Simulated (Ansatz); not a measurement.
Tin, beta-Sn (white tin): convergence with cold smearing

Computed with Ansatz, r²SCAN, scalar-relativistic PAW, on the relaxed cell (a = 5.896 Å, c = 3.178 Å (c/a = 0.539); spin not included). Errors count from a run at 500 eV on a Γ-centred 18×18×12 mesh with Fermi-Dirac smearing of 0.1 eV, extrapolated to zero width. Fixed here: cutoff 500 eV, mesh 11×11×8. The SCF starts from atomic densities corrected by a trained network.

```csv
width (eV),E(σ→0) error (meV/atom),F error (meV/atom),P (GPa),SCF iterations
0.01,-4.8,-4.8,-0.03,6
0.03,-4.8,-4.8,-0.03,7
0.1,-4.9,-4.8,0.00,7
0.2,-4.6,-4.2,-0.05,7
0.3,-4.3,-3.5,-0.08,7
0.6,-3.1,-0.1,-0.15,7
1.0,0.0,9.3,-0.21,6
```
